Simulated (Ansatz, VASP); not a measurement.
MoS2: VASP beside Ansatz

```
Mo S
1.0
     3.18434    0.00000    0.00000
    -1.59217    2.75772    0.00000
     0.00000    0.00000   12.98354
Mo S
2 4
Direct
  0.33333 0.66667 0.25000
  0.66667 0.33333 0.75000
  0.33333 0.66667 0.63042
  0.66667 0.33333 0.13042
  0.33333 0.66667 0.86958
  0.66667 0.33333 0.36958
```

Alike in both runs: functional r2SCAN; k mesh 12 × 12 × 4; occupations gaussian, width 0.02 eV; no spin polarisation.

Ansatz relaxed the structure, and its values are those at the end. VASP's run is a single point on that final structure, the one shown.

|  | VASP | Ansatz |
| --- | --- | --- |
| version | VASP 6.6.1 | Ansatz 0.2.0 |
| potentials or method | VASP PAW PBE potentials, release 64 (Mo_sv, S) | scalar-relativistic, plane waves, PAW |
| plane-wave cutoff (eV) | 520 | 500 |
| valence electrons in the cell | 52 | 52 |

|  | VASP | Ansatz | Ansatz less VASP |
| --- | --- | --- | --- |
| gap on the k mesh at the Fermi level (eV) | 1.18 | 1.16 | -0.018 |
| least direct gap on the mesh (eV) | 1.73 | 1.72 | -0.008 |
| pressure (GPa) | 0.1 | 0.0 | -0.05 |

Caveats: the PAW data sets were made with another functional, which shifts forces and pressure a little (VASP). A k mesh can miss the band edges.
